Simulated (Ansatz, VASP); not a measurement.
## MgI2: VASP beside Ansatz

The input INCAR:

```
SYSTEM = MgI2
PREC = Accurate ; ENCUT = 520
EDIFF = 1E-7 ; ISMEAR = 0
SIGMA = 0.05 ; LREAL = .False.
LASPH = .True. ; NELM = 80
ALGO = Normal ; ISIF = 2
LWAVE = .False. ; LCHARG = .False.
GGA = PS ; NBANDS = 15
```

File KPOINTS:

```
Automatic mesh
0
Gamma
  6 6 4
  0 0 0
```

File POSCAR:

```
MgI2
1.0
    4.0290891177      0.0000000000      0.0000000000
   -2.0145445589      3.4892935301      0.0000000000
    0.0000000000      0.0000000000      6.6561400000
Mg I
1 2
Direct
    0.0000000000      0.0000000000      0.0000000000
    0.3333333333      0.6666666667      0.7576300000
    0.6666666667      0.3333333333      0.2423700000
```

Input for Ansatz:

```yaml
crystal:
  lattice:
    - [4.0290891177, 0.0, 0.0]
    - [-2.0145445589, 3.4892935301, 0.0]
    - [0.0, 0.0, 6.65614]
  atoms:
    - { symbol: Mg, position: [0.0, 0.0, 0.0] }
    - { symbol: I, position: [0.3333333333, 0.6666666667, 0.75763] }
    - { symbol: I, position: [0.6666666667, 0.3333333333, 0.24237] }
basis:
  ecutwfc: 420
kpoints:
  mp_grid: { grid: [6, 6, 4] }
hamiltonian:
  xc: pbesol
scf:
  occupations: { method: gaussian, width: 0.05 }
output:
  forces: true
  stress: true
  eigenvalues: true
```

Change from the starting cell: strain -0.030 along x and y, -0.030 along z, atoms carried along.

Alike in both runs: task single point; functional PBEsol; k mesh 6 × 6 × 4; occupations gaussian, width 0.05 eV; no spin polarisation.

|  | VASP | Ansatz |
| --- | --- | --- |
| version | VASP 6.6.1 | Ansatz 0.2.0 |
| potentials or method | VASP PAW PBE potentials, release 64 (Mg, I) | scalar-relativistic, plane waves, PAW |
| plane-wave cutoff (eV) | 520 | 420 |
| valence electrons in the cell | 16 | 44 |

```csv
,VASP,Ansatz,Ansatz less VASP
gap on the k mesh at the Fermi level (eV),3.47,3.48,+0.015
least direct gap on the mesh (eV),3.96,3.96,+0.008
pressure (GPa),3.2,3.2,0.00
largest component of the traceless stress (GPa),0.16,0.16,-0.005
rms of the force components (eV/Å),0.216,0.216,+0.0001
```

Atom by atom the forces differ by 0.000 eV/Å (rms over components). The two sets of potentials don't hold the same shells in valence.

Caveats: the PAW data sets were made with another functional, which shifts forces and pressure a little (VASP); spin-orbit coupling is left out, which moves the levels of the heavy elements; this functional lacks dispersion, which binds the layers, so the pressure and a relaxed spacing across them are unreliable. A k mesh can miss the band edges.
